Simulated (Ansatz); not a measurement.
Ga under pressure: fit and missing row

Ga, Cmce, a = 4.479 Å, b = 7.594 Å, c = 4.518 Å. Ansatz: r2SCAN, PAW, 500 eV, Γ-centred 12×12×10 mesh on 4 atoms, Gaussian smearing 0.10 eV; no spin polarisation. Cell and atoms are relaxed at each pressure, and no other structure is tried, so the rows at high pressure may lie past a change of phase.

```
V (Å³/atom) P (GPa)
          ?    89.98
     13.594    49.99
     15.294    25.01
     16.764    11.98
     18.176     3.99
     18.914     1.00
     19.208    -0.01
     19.524    -1.00
```

Q: Take V0 = 19.208 Å³/atom, count pressures from its P0 = -0.01 GPa, fit the third-order Birch–Murnaghan form to the other rows, and predict the missing volume.

A: With the Eulerian strain f = ½[(V0/V)^(2/3) − 1] and y = (P − P0)/[3f(1 + 2f)^(5/2)], the form is the line y = B0 + 1.5 B0 (B0′ − 4) f. Rows (f, y): 0.12959, 72.3; 0.08203, 69.5; 0.04749, 67.1; 0.01875, 64.9; 0.00517, 63.5; -0.00541, 62.7. Means f = 0.04627, y = 66.667; Σ(Δf)² = 0.01334, ΣΔfΔy = 0.9550; the slope is their ratio. y = 63.35 + 71.59 f GPa, so B0 = 63.4 GPa and B0′ = 4 + 2 × (71.59)/(3 × 63.35) = 4.75. P = 89.98 GPa is met at f = 0.18131 (y = 76.33), so V = V0 (1 + 2f)^(−3/2) = 12.076 Å³/atom. The run gave 12.004 Å³/atom, so the fit is 0.072 Å³/atom too high, 0.96 % of the span of the series, against an rms of 0.008 Å³/atom on the fitted rows. The row lies outside the fitted range. The points of y bend away from a line: a fourth-order term fitted to them gives P = 90.15 GPa at this row's volume (the line 92.48, the run 89.98). Also, this row ran on the mesh 12×12×12, its neighbour on 12×12×10, which can shift it a little.

The mesh isn't the same in all rows (12×12×10, 12×12×12).